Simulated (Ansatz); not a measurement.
# RuS2 (Laurite) (Pa-3) in Ansatz: equation of state

How stiff is RuS2 (Laurite) in PBE, and what volume does it want? The cell is scaled to several volumes.

All numbers are computed with Ansatz 0.2.0; they aren't measurements. Logs are shortened: lines on timing, memory, paths and dates and some standing lists are left out, and cuts for length are marked.

## (1) The crystal as given

Symmetry: Pa-3, No. 205, cubic system. The conventional cell has a = 5.611 Å, b = 5.611 Å, c = 5.611 Å, α = 90.00°, β = 90.00°, γ = 90.00°. Ru (site symmetry -3) has 6 S at 2.35 Å as nearest neighbours. Around S (site symmetry 3) lie 1 S at 2.17 Å and 3 Ru at 2.35 Å.

## (2) Equation of state, PBE

Potentials or basis: all-electron LAPW, scalar-relativistic.

This step only gathers the single runs of the series.

What came out:

- Equilibrium volume: 15.03 Å³/atom
- Bulk modulus at fixed shape and positions: 173 GPa
- Pressure derivative of the bulk modulus: 4.9

Energy against volume, from the lowest point:
```
volume (Å³/atom)  energy (meV/atom)
          13.835              59.77
          14.129              32.50
          14.424              14.08
          14.718               3.54
          15.012               0.00
          15.307               2.74
          15.601              11.05
```

Caveat: the cell was scaled at fixed shape and fractional positions, which overstates the stiffness of a crystal with free parameters, most of all of layers and chains.
